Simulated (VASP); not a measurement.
Runs of VASP 6.6.1 on Mg. Symmetry: P6_3/mmc, No. 194, hexagonal system. The conventional cell has a = 3.209 Å, b = 3.209 Å, c = 5.210 Å, α = 90.00°, β = 90.00°, γ = 120.00°. Mg (site symmetry -6m2) has 12 Mg at 3.20 to 3.21 Å as nearest neighbours. 

| task | level | potentials or basis | cell | cutoff (eV) | gap on the mesh (eV) | pressure (GPa) | relaxed volume (Å³/atom) |
| --- | --- | --- | --- | --- | --- | --- | --- |
| relaxation of cell and atoms | PW91 | VASP PAW PBE potentials, release 64 (Mg) | relaxed | 600 | none | 0.0 | 22.94 |
| band structure | PW91 | VASP PAW PBE potentials, release 64 (Mg) | as given | 520 | - | -0.5 | - |
| band structure | AM05 | VASP PAW PBE potentials, release 64 (Mg) | as given | 520 | - | -1.0 | - |
| relaxation of cell and atoms | LDA | VASP PAW LDA potentials, release 64 (Mg) | relaxed | 600 | none | 0.1 | (a) |
| relaxation of cell and atoms | AM05 | VASP PAW PBE potentials, release 64 (Mg) | relaxed | 600 | none | 0.0 | (b) |

Alike in all rows: no spin polarisation; k mesh 10 × 10 × 5; smearing fermi-dirac 0.05 eV.

Question: Fill in the values left out.

Answer: (a) 21.43; (b) 22.63.

Caveats: the PAW data sets were made with another functional, which shifts forces and pressure a little (some runs).

A gap of «none» marks a metal or a gap under the smearing width.

Runs at the PBE level aren't shown here.
